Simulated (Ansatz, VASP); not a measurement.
**One calculation of Os, two programs**

File INCAR:

```
ALGO = Normal ; EDIFF = 1E-7
ENCUT = 520 ; GGA = PS
ISIF = 2 ; ISMEAR = -1
LASPH = T ; LCHARG = F
LREAL = F ; LWAVE = F
NBANDS = 10 ; NELM = 100
PREC = Accurate ; SIGMA = 0.1
```

The input KPOINTS:

```
k-points
0
Gamma
  15 15 15
```

POSCAR

```
Os
1.0
    2.5313331119      0.0000000000      0.0000000000
    0.0000000000      2.5313331119      0.0000000000
    0.0000000000      0.0000000000      2.5313331119
Os
1
Direct
    0.0000000000      0.0000000000      0.0000000000
```

Input for Ansatz:

```yaml
crystal:
  lattice:
    - [2.5313331119, 0.0, 0.0]
    - [0.0, 2.5313331119, 0.0]
    - [0.0, 0.0, 2.5313331119]
  atoms:
    - { symbol: Os, position: [0.0, 0.0, 0.0] }
kpoints:
  mp_grid: { grid: [15, 15, 15] }
scf:
  occupations: { method: fermi_dirac, width: 0.1 }
hamiltonian:
  xc: pbesol
  pseudopotentials: { kind: all_electron, datasets: crystal }
output:
  forces: true
  stress: true
  eigenvalues: true
```

Change from the starting cell: volume scaled by 1, crystal datasets.

Alike in both runs: task single point; functional PBEsol; k mesh 15 × 15 × 15; occupations fermi-dirac, width 0.1 eV; no spin polarisation.

|  | VASP | Ansatz |
| --- | --- | --- |
| version | VASP 6.6.1 | Ansatz 0.2.0 |
| potentials or method | VASP PAW PBE potentials, release 64 (Os) | all-electron PAW with datasets made for the crystal, scalar-relativistic |
| plane-wave cutoff (eV) | 520 | see its input |

VASP gave:

```
pressure (GPa) : 0.1
```

Estimate Ansatz's values.

pressure (GPa): 0.0.

Ansatz ran all-electron here, so the differences hold the error of VASP's frozen core and of both bases.

Caveats: the PAW data sets were made with another functional, which shifts forces and pressure a little (VASP). Spin-orbit coupling is left out, which matters for the levels of Os.
